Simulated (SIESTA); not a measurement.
CdS (Hawleyite):

```
Cd S
1.0
     5.83300    0.00000    0.00000
     0.00000    5.83300    0.00000
     0.00000    0.00000    5.83300
Cd S
4 4
Direct
  0.00000 0.00000 0.00000
  0.00000 0.50000 0.50000
  0.50000 0.00000 0.50000
  0.50000 0.50000 0.00000
  0.25000 0.25000 0.25000
  0.25000 0.75000 0.75000
  0.75000 0.75000 0.25000
  0.75000 0.25000 0.75000
```

Base run:

```yaml
Program: SIESTA 5.4.2
Functional: revPBE
Potentials_or_basis: PseudoDojo 0.4 standard (PBE files)
Basis: DZP (energy shift 0.003 Ry; two zetas on semicore shells)
Grid_cutoff: 800 Ry
Energy_shift: 0.003 Ry
k_mesh: 5 × 5 × 5
Occupations: fermi-dirac, width 0.05 eV
Spin: no spin polarisation
```

Its results: band gap on the k mesh 1.48 eV; pressure 4.7 GPa.

**Question.** The run is repeated on the same cell with these changes: functional from revPBE to PW91. What comes out?

**Answer.** Band gap on the k mesh 1.32 eV; pressure 3.0 GPa.

PW91 binds more tightly than revPBE, so the same cell stands under less pressure.

Caveats: the potentials were made for another functional, which shifts forces and pressure; an odd mesh through Γ misses points on the zone boundary, where band edges often lie; the basis of atomic orbitals isn't converged, which shifts pressures, moduli and gaps.

Not every run made on this cell is shown here.
